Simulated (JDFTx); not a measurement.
Tc in JDFTx: convergence with cutoff

Input of the first run (cutoff 435.382 eV); the others differ in this setting and in those tied to it:

File Tc.in:

```
lattice \
    5.1778495815    -2.5889247907     0.0000000000 \
    0.0000000000     4.4841492746     0.0000000000 \
    0.0000000000     0.0000000000     8.3110154961
coords-type Cartesian
ion Tc     2.5751491219     1.4677562247     6.1911497066 1
ion Tc     0.0000207114     2.9816991869     2.0538513935 1

ion-species pseudo/Tc.upf
elec-cutoff 16 128
elec-ex-corr gga-x-b88 gga-c-lyp
kpoint-folding 6 6 3
elec-smearing Fermi 0.0018374661
elec-n-bands 22
electronic-SCF nIterations 100 energyDiffThreshold 1e-09
electronic-minimize nIterations 30 energyDiffThreshold 1e-7
converge-empty-states yes
forces-output-coords Cartesian

dump-name run.$VAR
dump End Ecomponents EigStats BandEigs Kpoints Forces Stress
```

Potentials or basis: SG15-PBE-1.2.

Run with:

```bash
$ jdftx -c 1 -i Tc.in -o Tc.out
```

The cell isn't the ideal one: atoms moved at random, drawn with an rms of 0.02 Å.

Hardware: 1 thread of Intel(R) Xeon(R) Platinum 8488C (Sapphire Rapids), on a shared host.

```csv
cutoff,"energy less the tightest run, at zero smearing (meV/atom)",pressure (GPa),SCF cycles,CPU time (s),peak memory (GiB)
435.382 eV,14.69,14.42,20,28,0.06
544.228 eV,6.27,14.76,20,57,0.08
653.073 eV,3.03,14.95,19,55,0.09
761.919 eV,1.80,14.92,20,77,0.1
870.764 eV,0.56,14.95,20,98,0.12
979.61 eV,0.24,14.98,19,91,0.14
1088.45 eV,0.13,14.99,19,80,0.16
1251.72 eV,0.02,14.99,20,100,0.19
1469.41 eV,0.00,14.99,20,150,0.23
```

Against the tightest run, the energy stays within 1 meV/atom from 870.764 eV on; the pressure stays within 0.1 GPa from 653.073 eV on. The tightest run that finished is the yardstick and may itself not be fully converged.

Caveat, for the tightest run too: the k mesh is coarse (spacing up to 0.48 Å⁻¹), so the values aren't converged; the potentials were made for another functional, which shifts forces and pressure.
